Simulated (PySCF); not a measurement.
Two species compared at the same levels of theory.

First species: cyclopropylacetylene, C5H6.
InChI=1S/C5H6/c1-2-5-3-4-5/h1,5H,3-4H2

Second species: 1,3-cyclopentadiene, C₅H₆.
Bonds: C1–C2 (double), C2–C3, C3–C4, C4–C5 (double), C1–C5. Hydrogens: H6 on C1; H7 on C2; H8, H9 on C3; H10 on C4; H11 on C5.

Levels: CAM-B3LYP/aug-cc-pVTZ for dipole moment, HOMO energy, LUMO energy, HOMO–LUMO gap, static isotropic polarisability and electronic spatial extent ⟨r²⟩ about the centre of nuclear charge; TDDFT CAM-B3LYP/aug-cc-pVTZ for lowest singlet excitation; TDA CAM-B3LYP/aug-cc-pVTZ for lowest triplet excitation (Tamm–Dancoff); PBE0-D3(BJ)/def2-TZVP for rotational constant A and rotational constant C. Geometries: PBE0-D3(BJ)/def2-TZVP. Each species is one conformer at its optimised geometry, gas phase, non-relativistic unless stated; the electronic structure was computed with PySCF and density fitting.

(1) Which has the higher S1 energy?

(2) Which has the higher static isotropic polarisability?

(3) Which has the higher T1 energy?

(4) Which of the two has the higher HOMO–LUMO gap, and by how much?

(5) Which has the higher rotational constant A?

(6) Which has the higher rotational constant C?

(7) Which has the higher HOMO energy?

(8) Which has the higher dipole moment?

Answers

(1) The first: 6.09 eV against 5.16 eV, a difference of 0.93 eV.

(2) The first: 57.8 au against 57.2 au, a difference of 0.6 au.

(3) The first: 5.30 eV against 3.16 eV, a difference of 2.14 eV.

(4) The first: 8.82 eV against 7.94 eV, a difference of 0.88 eV.

(5) The first: 16.033 GHz against 8.552 GHz, a difference of 7.481 GHz.

(6) The second: 4.330 GHz against 3.209 GHz, a difference of 1.121 GHz.

(7) The second: -7.63 eV against -8.53 eV, a difference of 0.90 eV.

(8) The first: 0.97 D against 0.48 D, a difference of 0.49 D.

On the first: The principal polarisabilities are 47.1, 49.1 and 77.2 au; their mean is the isotropic value. In wavenumbers S1 is 49100 cm⁻¹ (1 eV = 8065.54 cm⁻¹). Geometry: PBE0-D3(BJ)/def2-TZVP; no solvent, vibrations or thermal averaging.

On the second: The vertical singlet–triplet gap S1 − T1 is 2.00 eV (TDDFT singlet less Tamm–Dancoff triplet; S1: HOMO→LUMO+1, weight 0.97; T1: HOMO→LUMO+1, weight 0.92). S1 lies 2.78 eV below the HOMO–LUMO gap; its leading configuration is HOMO→LUMO+1, weight 0.97. Isolated species at its PBE0-D3(BJ)/def2-TZVP geometry, gas phase.
